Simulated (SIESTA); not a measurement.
BaTiO3 under changes of volume

One of the cells (12.856 Å³/atom); the others are scaled copies at fixed shape and fractional positions:

```
Ba Ti O
1.0
     3.99980    0.00000    0.00000
     0.00000    3.99980    0.00000
     0.00000    0.00000    4.01800
Ba Ti O
1 1 3
Direct
  0.00000 0.00000 0.00000
  0.50000 0.50000 0.49000
  0.00000 0.50000 0.51700
  0.50000 0.00000 0.51700
  0.50000 0.50000 0.01900
```

```yaml
Program: SIESTA 5.4.2
Functional: LDA
Potentials_or_basis: PseudoDojo 0.4 standard (LDA files)
Basis: DZP (energy shift 0.003 Ry; two zetas on semicore shells; d shell added on Ba)
Grid_cutoff: 800 Ry
Energy_shift: 0.003 Ry
k_mesh: 5 × 5 × 5
Occupations: fermi-dirac, width 0.05 eV
Spin: no spin polarisation
```

| volume (Å³/atom) | energy over the lowest point (meV/atom) | pressure (GPa) | gap on the mesh (eV) | largest force (eV/Å) |
| --- | --- | --- | --- | --- |
| 12.085 | ? | ? | ? | ? |
| 12.342 | 0.00 | 1.1 | 1.89 | 0.107 |
| 12.599 | 1.49 | -2.8 | 1.84 | 0.188 |
| 12.856 | 8.91 | -6.3 | 1.80 | 0.316 |
| 13.113 | 21.60 | -9.4 | 1.76 | 0.442 |
| 13.371 | 39.00 | -12.2 | 1.72 | 0.553 |
| 13.628 | 60.50 | -14.6 | 1.68 | 0.649 |

Problem. What does the run at 12.085 Å³/atom give?

Solution. Energy over the lowest point 5.11 meV/atom; pressure 5.4 GPa; gap on the mesh 1.93 eV; largest force 0.134 eV/Å.

Worked out: A Birch-Murnaghan fit of order 3 (a polynomial in V^(-2/3)) to the other rows has its minimum at 12.41 Å³/atom with B0 = V·E''(V) = 195 GPa and B' = 4.8 at fixed shape and positions, which overstates the stiffness. It gives 5.19 meV/atom at 12.085 Å³/atom, against the run's 5.11, and -dE/dV = 5.5 GPa, against 5.4. A straight line through the other rows of the gap, of slope -2.09 eV per unit of ln V, extrapolates to 1.93 eV, against the run's 1.93.

Energies are extrapolated to zero smearing.

Caveats: this set's barium file shifts pressures by up to 1 GPa against other sets; spin-orbit coupling is left out, which moves the levels of the heavy elements; an odd mesh through Γ misses points on the zone boundary, where band edges often lie; the basis of atomic orbitals isn't converged, which shifts pressures, moduli and gaps.
